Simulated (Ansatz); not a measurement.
# TiCo: shifting one sublattice

This session takes TiCo and sets out to map the energy as every Ti atom is pushed off its site.

Method: DFT PBE, scalar-relativistic, plane waves, PAW, in Ansatz 0.2.0.

## 1. Starting point

Symmetry: Pm-3m, No. 221, cubic system. Conventional cell: a = 2.986 Å, b = 2.986 Å, c = 2.986 Å, α = 90.00°, β = 90.00°, γ = 90.00°. Ti (site symmetry m-3m) has 8 Co at 2.59 Å as nearest neighbours. Co (site symmetry m-3m) has 8 Ti at 2.59 Å as nearest neighbours.

Coordinates:

```xyz
2
Lattice="2.9861 0.0000 0.0000 0.0000 2.9861 0.0000 0.0000 0.0000 2.9861" Properties=species:S:1:pos:R:3 pbc="T T T"
Ti    0.0000    0.0000    0.0000
Co    1.4931    1.4931    1.4931
```

It goes back to an entry of the Materials Project, which need not be the stable form.

No relaxation comes first: the listed cell is the starting point.

## 2. The reference cell

The reference gives a free energy of -7626.6334 eV, pressure -0.11 GPa, largest force 0.000 eV/Å and gap on the mesh none (metal). It was computed beforehand with the settings of the runs below.

## 3. Next: shifting one sublattice

Every Ti atom is moved by x along the Cartesian unit vector (0.000, 0.000, 1.000); the cell and all other atoms stay fixed. Forces below are components along that vector, summed over the moved atoms.

## 4. x = -0.100 Å

File input.yaml:

```yaml
crystal:
  lattice:
    - [2.98611099, 0.0, 0.0]
    - [0.0, 2.98611099, 0.0]
    - [0.0, 0.0, 2.98611099]
  atoms:
    - { symbol: Ti, position: [0.0, 0.0, -0.0334883735] }
    - { symbol: Co, position: [0.5, 0.5, 0.5], spin: 0.6 }
basis:
  ecutwfc: 420
kpoints:
  mp_grid: { grid: [16, 16, 16] }
hamiltonian:
  xc: pbe
scf:
  occupations: { method: gaussian, width: 0.15 }
output:
  forces: true
  stress: true
  eigenvalues: true
  populations: true
magnetization:
  spin_polarized: true
```

Command:

```bash
$ ansatz run input.yaml --threads 1 --pin off --max-ram 2560MiB --backend cpu --events-out ev --progress --plain --runs-dir out
```

What it wrote, shortened:

```text
Warning: RAYON_NUM_THREADS=1 ignored (pool sized by the plan → 1); use --threads N
[...]
Pseudopotentials: kind: paw
Pseudopotential: Ti, paw, valence charge 12, recommended cutoff 420 eV (normal), Ti.paw.azcp
Pseudopotential: Co, paw, valence charge 17, recommended cutoff 420 eV (normal), Co.paw.azcp
Functional definition: PBE
[...]
Crystal: 2 atoms, lattice volume = 26.627 Å³
Basis set: ecut = 420 eV, 485 PW (Γ), exchange–correlation on 40×40×40 points (8 copies of the dense FFT grid, shifted against one another)
Bands: 19, of which v1, the nominal top of the filled ones, is band 15 counted from 1 (14 counted from 0)
Symmetry: 8 space group operations
Space group: P4mm (ITA 99), of the structure as read, at distance tolerance 3.0e-5 Å
Magnetic group: BNS 99.163 (UNI 823), of the structure as read, at distance tolerance 3.0e-5 Å
k-points: 405 of 4096 (time reversal used)
[...]
Starting moments: Σ|m| = 0.6 μB on 1 of 2 sites
[...]
SCF iter   1: F=—  HF=-7626.373784 eV  |F-HF|=—  |Δ(HF+E_count)|=         —  Δρ=8.76e-2 (↑3.06e-2 ↓8.76e-2)  dr2=1.60e0  dr2_m=5.01e-1  M=0.909 μB ∫|m|=1.075 μB  β_m=0.30  ethr=3.10e-3  ⟨swp⟩=3.8  Hψ=57367  notcnv=0
[...]
SCF iter  13: F=-7626.608446 eV  HF=-7626.608446 eV  |F-HF|=4.76e-8  |Δ(HF+E_count)|=   9.90e-9  Δρ=9.17e-6 (↑6.92e-6 ↓9.17e-6)  dr2=5.54e-8  dr2_m=8.71e-10  M=0.870 μB ∫|m|=1.077 μB  ethr=2.56e-10  ⟨swp⟩=2.6  Hψ=46032  notcnv=0
[...]
SCF converged after 13 iterations
Magnetization: 0.8702 μB (14.9351 up, 14.0649 down)
Absolute magnetization: 1.0834 μB (∫|ρ↑−ρ↓|, with the PAW one-centre terms)
Spin contamination: 0.0729 ħ² per cell (⟨S²⟩ above its minimum at these occupations)
Per-site moments (μB) at R_I (Å): [(-0.026434481687979232, 1.0434727905886974), (0.9642071570548764, 1.0434727905886974)]
Free energy (F): -7626.608446 eV
[...]
E sigma→0 (E₀):  -7626.599253 eV
Entropy (-TS):   -0.018385 eV (-9.192 meV/atom)
Fermi energy:    16.646369 eV
[...]
--- Forces (eV/Å), atoms counted from 1 ---
  atom   1  Ti    -0.00000000     0.00000000     0.49742304
  atom   2  Co     0.00000000     0.00000000    -0.49739188
[...]
--- Stress (GPa, compression-positive) ---
        0.460056       0.000000       0.000000
        0.000000       0.460056       0.000000
        0.000000       0.000000       0.184724
  P = ⅓ Tr σ = 0.3683 GPa (3.683 kbar)
--- Band table (eV; the first three rows and the last of 810) ---
  k-point 0 ↑: bands = ["-79.0952", "-42.3588", "-42.3588", "-42.3575", "-40.4379", "-16.5501", "-16.5478", "-16.5478", "8.9368", "12.4294", "12.4651", "14.7457", "14.7773", "14.7773", "17.0821", "17.1587", "19.3199", "19.3199", "19.3490"]
[...]
--- Löwdin populations: 2 sites ---
  site symbol       q [e]    m [muB]
     0     Ti     11.8308    -0.0403
     1     Co     16.8104     0.9511
  spilling = 0.012370 (of n_electrons = 29.000000)
```

It took 62 s on 1 thread of Arm Neoverse V2, shared host; peak memory 0.67 GiB.

By site:

```tsv
atom	moment in the atom's sphere (μB)	Löwdin electrons
Ti1	-0.03	11.83
Co2	0.96	16.81
```

The Löwdin counts miss 0.36 of the 29 electrons, which the atomic orbitals do not span, so they are no charges.

## 5. At x = 0.075 Å

input.yaml, as its differences from that of step 4:

```diff
@@ -6,3 +6,3 @@
   atoms:
-    - { symbol: Ti, position: [0.0, 0.0, -0.0334883735] }
+    - { symbol: Ti, position: [0.0, 0.0, 0.0251162801] }
     - { symbol: Co, position: [0.5, 0.5, 0.5], spin: 0.6 }
```

Command:

```bash
$ ansatz run input.yaml --threads 1 --pin off --max-ram 2560MiB --backend cpu --events-out ev --progress --plain --runs-dir out
```

What it wrote, shortened:

```text
[...]
SCF converged after 13 iterations
Magnetization: 0.8703 μB (14.9352 up, 14.0648 down)
Absolute magnetization: 1.0914 μB (∫|ρ↑−ρ↓|, with the PAW one-centre terms)
Spin contamination: 0.0741 ħ² per cell (⟨S²⟩ above its minimum at these occupations)
Per-site moments (μB) at R_I (Å): [(-0.030040969735648893, 1.0491871460140554), (0.9699141184563412, 1.0491871460140554)]
Free energy (F): -7626.619347 eV
[...]
E sigma→0 (E₀):  -7626.610349 eV
Entropy (-TS):   -0.017996 eV (-8.998 meV/atom)
Fermi energy:    16.645558 eV
[...]
--- Forces (eV/Å), atoms counted from 1 ---
  atom   1  Ti     0.00000000     0.00000000    -0.37442275
  atom   2  Co    -0.00000000     0.00000000     0.37445144
[...]
--- Stress (GPa, compression-positive) ---
        0.212202       0.000000       0.000000
        0.000000       0.212202       0.000000
        0.000000       0.000000       0.061346
  P = ⅓ Tr σ = 0.1619 GPa (1.619 kbar)
--- Band table (eV; the first three rows and the last of 810) ---
  k-point 0 ↑: bands = ["-79.0990", "-42.3619", "-42.3619", "-42.3611", "-40.4391", "-16.5499", "-16.5486", "-16.5486", "8.9356", "12.4359", "12.4560", "14.7539", "14.7717", "14.7717", "17.1053", "17.1485", "19.3273", "19.3273", "19.3437"]
[...]
--- Löwdin populations: 2 sites ---
  site symbol       q [e]    m [muB]
     0     Ti     11.8305    -0.0449
     1     Co     16.8099     0.9565
  spilling = 0.012398 (of n_electrons = 29.000000)
```

Wall time 62 s (1 thread of Arm Neoverse V2, shared host); peak memory 0.68 GiB.

## 6. x = -0.050 Å

input.yaml, as its differences from that of step 5:

```diff
@@ -6,3 +6,3 @@
   atoms:
-    - { symbol: Ti, position: [0.0, 0.0, 0.0251162801] }
+    - { symbol: Ti, position: [0.0, 0.0, -0.0167441867] }
     - { symbol: Co, position: [0.5, 0.5, 0.5], spin: 0.6 }
```

Command:

```bash
$ ansatz run input.yaml --threads 1 --pin off --max-ram 2560MiB --backend cpu --events-out ev --progress --plain --runs-dir out
```

What it wrote, shortened:

```text
[...]
SCF converged after 13 iterations
Magnetization: 0.8704 μB (14.9352 up, 14.0648 down)
Absolute magnetization: 1.0970 μB (∫|ρ↑−ρ↓|, with the PAW one-centre terms)
Spin contamination: 0.0750 ħ² per cell (⟨S²⟩ above its minimum at these occupations)
Per-site moments (μB) at R_I (Å): [(-0.03276931544299387, 1.0549713575911261), (0.9740030250357505, 1.0549713575911261)]
Free energy (F): -7626.627158 eV
[...]
E sigma→0 (E₀):  -7626.618282 eV
Entropy (-TS):   -0.017751 eV (-8.875 meV/atom)
Fermi energy:    16.644984 eV
[...]
--- Forces (eV/Å), atoms counted from 1 ---
  atom   1  Ti    -0.00000000     0.00000000     0.25023714
  atom   2  Co     0.00000000     0.00000000    -0.25022818
[...]
--- Stress (GPa, compression-positive) ---
        0.033656       0.000000       0.000000
        0.000000       0.033656       0.000000
        0.000000       0.000000      -0.032181
  P = ⅓ Tr σ = 0.0117 GPa (0.117 kbar)
--- Band table (eV; the first three rows and the last of 810) ---
  k-point 0 ↑: bands = ["-79.1013", "-42.3637", "-42.3637", "-42.3633", "-40.4400", "-16.5497", "-16.5491", "-16.5491", "8.9347", "12.4407", "12.4497", "14.7600", "14.7679", "14.7679", "17.1221", "17.1413", "19.3327", "19.3327", "19.3400"]
[...]
--- Löwdin populations: 2 sites ---
  site symbol       q [e]    m [muB]
     0     Ti     11.8304    -0.0481
     1     Co     16.8095     0.9603
  spilling = 0.012420 (of n_electrons = 29.000000)
```

Run time: 60 s. Hardware: 1 thread of Arm Neoverse V2, shared host; peak memory 0.68 GiB.

## 7. Point x = 0.025 Å

input.yaml, as its differences from that of step 6:

```diff
@@ -6,3 +6,3 @@
   atoms:
-    - { symbol: Ti, position: [0.0, 0.0, -0.0167441867] }
+    - { symbol: Ti, position: [0.0, 0.0, 0.0083720934] }
     - { symbol: Co, position: [0.5, 0.5, 0.5], spin: 0.6 }
```

Command:

```bash
$ ansatz run input.yaml --threads 1 --pin off --max-ram 2560MiB --backend cpu --events-out ev --progress --plain --runs-dir out
```

What it wrote, shortened:

```text
Warning: RAYON_NUM_THREADS=1 ignored (pool sized by the plan → 1); use --threads N
[...]
[... 4 set-up lines as earlier in the session ...]
[...]
Crystal: 2 atoms, lattice volume = 26.627 Å³
Basis set: ecut = 420 eV, 485 PW (Γ), exchange–correlation on 40×40×40 points (8 copies of the dense FFT grid, shifted against one another)
Bands: 19, of which v1, the nominal top of the filled ones, is band 15 counted from 1 (14 counted from 0)
[... 2 set-up lines as earlier in the session ...]
Magnetic group: BNS 99.163 (UNI 823), of the structure as read, at distance tolerance 3.0e-5 Å
k-points: 405 of 4096 (time reversal used)
[...]
Free energy (F): -7626.631853 eV
[...]
E sigma→0 (E₀):  -7626.623043 eV
Entropy (-TS):   -0.017619 eV (-8.809 meV/atom)
Fermi energy:    16.644519 eV
[...]
--- Forces (eV/Å), atoms counted from 1 ---
  atom   1  Ti     0.00000000     0.00000000    -0.12527035
  atom   2  Co    -0.00000000     0.00000000     0.12527475
[...]
--- Stress (GPa, compression-positive) ---
       -0.072795       0.000000       0.000000
        0.000000      -0.072795       0.000000
        0.000000       0.000000      -0.089072
  P = ⅓ Tr σ = -0.0782 GPa (-0.782 kbar)
--- Band table (eV; the first three rows and the last of 810) ---
  k-point 0 ↑: bands = ["-79.1027", "-42.3648", "-42.3648", "-42.3647", "-40.4407", "-16.5497", "-16.5496", "-16.5496", "8.9341", "12.4436", "12.4459", "14.7636", "14.7656", "14.7656", "17.1321", "17.1369", "19.3358", "19.3358", "19.3376"]
[...]
--- Löwdin populations: 2 sites ---
  site symbol       q [e]    m [muB]
     0     Ti     11.8303    -0.0500
     1     Co     16.8092     0.9625
  spilling = 0.012432 (of n_electrons = 29.000000)
```

It took 61 s on 1 thread of Arm Neoverse V2, shared host; peak memory 0.68 GiB.

## 8. Point x = 0.087 Å

input.yaml, as its differences from that of step 7:

```diff
@@ -6,3 +6,3 @@
   atoms:
-    - { symbol: Ti, position: [0.0, 0.0, 0.0083720934] }
+    - { symbol: Ti, position: [0.0, 0.0, 0.0293023268] }
     - { symbol: Co, position: [0.5, 0.5, 0.5], spin: 0.6 }
```

Command:

```bash
$ ansatz run input.yaml --threads 1 --pin off --max-ram 2560MiB --backend cpu --events-out ev --progress --plain --runs-dir out
```

What it wrote, shortened:

```text
[...]
SCF converged after 14 iterations
Magnetization: 0.8703 μB (14.9351 up, 14.0649 down)
Absolute magnetization: 1.0877 μB (∫|ρ↑−ρ↓|, with the PAW one-centre terms)
Spin contamination: 0.0736 ħ² per cell (⟨S²⟩ above its minimum at these occupations)
Per-site moments (μB) at R_I (Å): [(-0.028347792004818222, 1.0463211644212032), (0.9672703272268858, 1.0463211644212032)]
Free energy (F): -7626.614281 eV
[...]
E sigma→0 (E₀):  -7626.605196 eV
Entropy (-TS):   -0.018170 eV (-9.085 meV/atom)
Fermi energy:    16.645951 eV
[...]
--- Forces (eV/Å), atoms counted from 1 ---
  atom   1  Ti     0.00000000     0.00000000    -0.43613172
  atom   2  Co    -0.00000000     0.00000000     0.43612546
[...]
--- Stress (GPa, compression-positive) ---
        0.326918       0.000000       0.000000
        0.000000       0.326918       0.000000
        0.000000       0.000000       0.119079
  P = ⅓ Tr σ = 0.2576 GPa (2.576 kbar)
--- Band table (eV; the first three rows and the last of 810) ---
  k-point 0 ↑: bands = ["-79.0973", "-42.3605", "-42.3605", "-42.3594", "-40.4386", "-16.5500", "-16.5482", "-16.5482", "8.9361", "12.4329", "12.4602", "14.7501", "14.7743", "14.7743", "17.0945", "17.1532", "19.3239", "19.3239", "19.3461"]
[...]
--- Löwdin populations: 2 sites ---
  site symbol       q [e]    m [muB]
     0     Ti     11.8307    -0.0427
     1     Co     16.8102     0.9540
  spilling = 0.012385 (of n_electrons = 29.000000)
```

It took 65 s on 1 thread of Arm Neoverse V2, shared host; peak memory 0.67 GiB.

## 9. At x = 0.062 Å

input.yaml, as its differences from that of step 8:

```diff
@@ -6,3 +6,3 @@
   atoms:
-    - { symbol: Ti, position: [0.0, 0.0, 0.0293023268] }
+    - { symbol: Ti, position: [0.0, 0.0, 0.0209302334] }
     - { symbol: Co, position: [0.5, 0.5, 0.5], spin: 0.6 }
```

Command:

```bash
$ ansatz run input.yaml --threads 1 --pin off --max-ram 2560MiB --backend cpu --events-out ev --progress --plain --runs-dir out
```

What it wrote, shortened:

```text
Warning: RAYON_NUM_THREADS=1 ignored (pool sized by the plan → 1); use --threads N
[...]
[... 4 set-up lines as earlier in the session ...]
[...]
Crystal: 2 atoms, lattice volume = 26.627 Å³
Basis set: ecut = 420 eV, 485 PW (Γ), exchange–correlation on 40×40×40 points (8 copies of the dense FFT grid, shifted against one another)
Bands: 19, of which v1, the nominal top of the filled ones, is band 15 counted from 1 (14 counted from 0)
[... 2 set-up lines as earlier in the session ...]
Magnetic group: BNS 99.163 (UNI 823), of the structure as read, at distance tolerance 3.0e-5 Å
k-points: 405 of 4096 (time reversal used)
[...]
Free energy (F): -7626.623641 eV
[...]
E sigma→0 (E₀):  -7626.614712 eV
Entropy (-TS):   -0.017858 eV (-8.929 meV/atom)
Fermi energy:    16.645251 eV
[...]
--- Forces (eV/Å), atoms counted from 1 ---
  atom   1  Ti     0.00000000     0.00000000    -0.31245812
  atom   2  Co    -0.00000000     0.00000000     0.31245488
[...]
--- Stress (GPa, compression-positive) ---
        0.113368       0.000000       0.000000
        0.000000       0.113368       0.000000
        0.000000       0.000000       0.009629
  P = ⅓ Tr σ = 0.0788 GPa (0.788 kbar)
--- Band table (eV; the first three rows and the last of 810) ---
  k-point 0 ↑: bands = ["-79.1002", "-42.3628", "-42.3628", "-42.3623", "-40.4396", "-16.5498", "-16.5489", "-16.5489", "8.9351", "12.4385", "12.4525", "14.7573", "14.7696", "14.7696", "17.1145", "17.1446", "19.3303", "19.3303", "19.3416"]
[...]
--- Löwdin populations: 2 sites ---
  site symbol       q [e]    m [muB]
     0     Ti     11.8305    -0.0466
     1     Co     16.8096     0.9586
  spilling = 0.012410 (of n_electrons = 29.000000)
```

Run time: 60 s. Hardware: 1 thread of Arm Neoverse V2, shared host; peak memory 0.68 GiB.

## 10. Point x = 0.037 Å

input.yaml, as its differences from that of step 9:

```diff
@@ -6,3 +6,3 @@
   atoms:
-    - { symbol: Ti, position: [0.0, 0.0, 0.0209302334] }
+    - { symbol: Ti, position: [0.0, 0.0, 0.01255814] }
     - { symbol: Co, position: [0.5, 0.5, 0.5], spin: 0.6 }
```

Command:

```bash
$ ansatz run input.yaml --threads 1 --pin off --max-ram 2560MiB --backend cpu --events-out ev --progress --plain --runs-dir out
```

What it wrote, shortened:

```text
[...]
the search or the solves at the SCF's close seem to have found levels that the self-consistency loop had missed (the run counts 1). By its estimate they hold under 1e-12 electrons; where the run keeps them, the occupations were computed again with them
SCF converged after 13 iterations
Magnetization: 0.8704 μB (14.9352 up, 14.0648 down)
Absolute magnetization: 1.0990 μB (∫|ρ↑−ρ↓|, with the PAW one-centre terms)
Spin contamination: 0.0753 ħ² per cell (⟨S²⟩ above its minimum at these occupations)
Per-site moments (μB) at R_I (Å): [(-0.03381396424952814, 1.0578893018973357), (0.975440794640762, 1.0578893018973357)]
Free energy (F): -7626.629896 eV
[...]
E sigma→0 (E₀):  -7626.621059 eV
Entropy (-TS):   -0.017673 eV (-8.836 meV/atom)
Fermi energy:    16.644723 eV
[...]
--- Forces (eV/Å), atoms counted from 1 ---
  atom   1  Ti     0.00000000     0.00000000    -0.18781314
  atom   2  Co    -0.00000000     0.00000000     0.18781461
[...]
--- Stress (GPa, compression-positive) ---
       -0.028156       0.000000       0.000000
        0.000000      -0.028156       0.000000
        0.000000       0.000000      -0.064945
  P = ⅓ Tr σ = -0.0404 GPa (-0.404 kbar)
--- Band table (eV; the first three rows and the last of 810) ---
  k-point 0 ↑: bands = ["-79.1021", "-42.3643", "-42.3643", "-42.3641", "-40.4404", "-16.5497", "-16.5493", "-16.5493", "8.9343", "12.4424", "12.4474", "14.7621", "14.7665", "14.7665", "17.1280", "17.1388", "19.3345", "19.3345", "19.3386"]
[...]
--- Löwdin populations: 2 sites ---
  site symbol       q [e]    m [muB]
     0     Ti     11.8303    -0.0492
     1     Co     16.8093     0.9616
  spilling = 0.012427 (of n_electrons = 29.000000)
```

Run time: 62 s. Hardware: 1 thread of Arm Neoverse V2, shared host; peak memory 0.68 GiB.

## 11. Point x = 0.013 Å

input.yaml, as its differences from that of step 10:

```diff
@@ -6,3 +6,3 @@
   atoms:
-    - { symbol: Ti, position: [0.0, 0.0, 0.01255814] }
+    - { symbol: Ti, position: [0.0, 0.0, 0.0041860467] }
     - { symbol: Co, position: [0.5, 0.5, 0.5], spin: 0.6 }
```

Command:

```bash
$ ansatz run input.yaml --threads 1 --pin off --max-ram 2560MiB --backend cpu --events-out ev --progress --plain --runs-dir out
```

What it wrote, shortened:

```text
Warning: RAYON_NUM_THREADS=1 ignored (pool sized by the plan → 1); use --threads N
[...]
[... 4 set-up lines as earlier in the session ...]
[...]
Crystal: 2 atoms, lattice volume = 26.627 Å³
Basis set: ecut = 420 eV, 485 PW (Γ), exchange–correlation on 40×40×40 points (8 copies of the dense FFT grid, shifted against one another)
Bands: 19, of which v1, the nominal top of the filled ones, is band 15 counted from 1 (14 counted from 0)
[... 2 set-up lines as earlier in the session ...]
Magnetic group: BNS 99.163 (UNI 823), of the structure as read, at distance tolerance 3.0e-5 Å
k-points: 405 of 4096 (time reversal used)
[...]
Free energy (F): -7626.633027 eV
[...]
E sigma→0 (E₀):  -7626.624234 eV
Entropy (-TS):   -0.017587 eV (-8.794 meV/atom)
Fermi energy:    16.644421 eV
[...]
--- Forces (eV/Å), atoms counted from 1 ---
  atom   1  Ti     0.00000000     0.00000000    -0.06265638
  atom   2  Co    -0.00000000     0.00000000     0.06265652
[...]
--- Stress (GPa, compression-positive) ---
       -0.099984       0.000000       0.000000
        0.000000      -0.099984       0.000000
        0.000000       0.000000      -0.104040
  P = ⅓ Tr σ = -0.1013 GPa (-1.013 kbar)
--- Band table (eV; the first three rows and the last of 810) ---
  k-point 0 ↑: bands = ["-79.1030", "-42.3650", "-42.3650", "-42.3650", "-40.4409", "-16.5497", "-16.5497", "-16.5497", "8.9340", "12.4444", "12.4449", "14.7645", "14.7650", "14.7650", "17.1347", "17.1359", "19.3366", "19.3366", "19.3371"]
[...]
--- Löwdin populations: 2 sites ---
  site symbol       q [e]    m [muB]
     0     Ti     11.8303    -0.0504
     1     Co     16.8091     0.9631
  spilling = 0.012435 (of n_electrons = 29.000000)
```

Wall time 63 s (1 thread of Arm Neoverse V2, shared host); peak memory 0.68 GiB.

## 12. All points together

Collected from the runs (energy zero: the undisturbed cell):

```tsv
x (Å)	ΔE (meV/cell)	force on the moved atoms (eV/Å)	pressure (GPa)	moment (μB/cell)
-0.100	25.0	0.497	0.4	0.87
-0.050	6.3	0.250	0.0	0.87
0.000	0.0	0.000	-0.1	0.87
0.013	0.4	-0.063	-0.1	0.87
0.025	1.6	-0.125	-0.1	0.87
0.037	3.5	-0.188	0.0	0.87
0.062	9.8	-0.312	0.1	0.87
0.075	14.1	-0.374	0.2	0.87
0.087	19.1	-0.436	0.3	0.87
```

Not run, since symmetry makes them alike: 0.100 repeats -0.100, -0.075 repeats 0.075, 0.050 repeats -0.050, -0.025 repeats 0.025. Energy, pressure and gap are the same there.

## 13. What came out

| quantity | value |
| --- | --- |
| force constant along x, from the points at -0.050, 0 and 0.013 Å | 5.01 eV/Å² |

**Reading.** Near the site the force constant is 5.01 eV/Å². The undisturbed cell stays the lowest of the sampled points.
